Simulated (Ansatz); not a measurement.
A trial cell of Sn, before relaxation:

```yaml
crystal:
  lattice:
    - [5.72104, 0.00000, 0.00000]
    - [0.00000, 5.72104, 0.00000]
    - [0.00000, 0.00000, 2.67264]
  atoms:
    - { symbol: Sn, position: [0.00000, 0.00000, 0.00000] }
    - { symbol: Sn, position: [0.00000, 0.50000, 0.00000] }
    - { symbol: Sn, position: [0.50000, 0.00000, 0.00000] }
```

Method: Ansatz, DFT PBE, scalar-relativistic, plane waves, PAW. Cutoff 420 eV, Gaussian smearing, Γ-centred meshes. Cell and atoms relax first on a coarse mesh and then on a finer one. In between, the cell is made exact in the group found at 0.06 Å. In metals the finer mesh still leaves noise of several meV/atom or more. The steps can't lower the symmetry of their start. No spin polarisation.

A guess keeps its type if space group and coordination stay and the shape of the cell changes little (axis ratios within about 15 %, angles within 6°); the volume may change.

Problem. Does this structure survive the relaxation?

Solution. It keeps its type. The symmetry stays P4/mmm (No. 123). The volume per atom grows by 25.3 %, from 29.2 to 36.5 Å³. The shortest distance goes from 2.67 Å (Sn–Sn) to 3.01 Å (Sn–Sn). The ratio c/a of the conventional cell changes by a factor of 1.07. Counting neighbours within 15 % of an atom's shortest distance, the start has Sn 4/6 and the end Sn 4/6.

The last run used an 8×8×16 mesh (in the run's order of axes) for its 3-atom cell and Gaussian smearing of 0.10 eV. A structure relaxed within its symmetry needn't be a true minimum.

In counts of neighbours, a slash parts the counts of unlike sites.
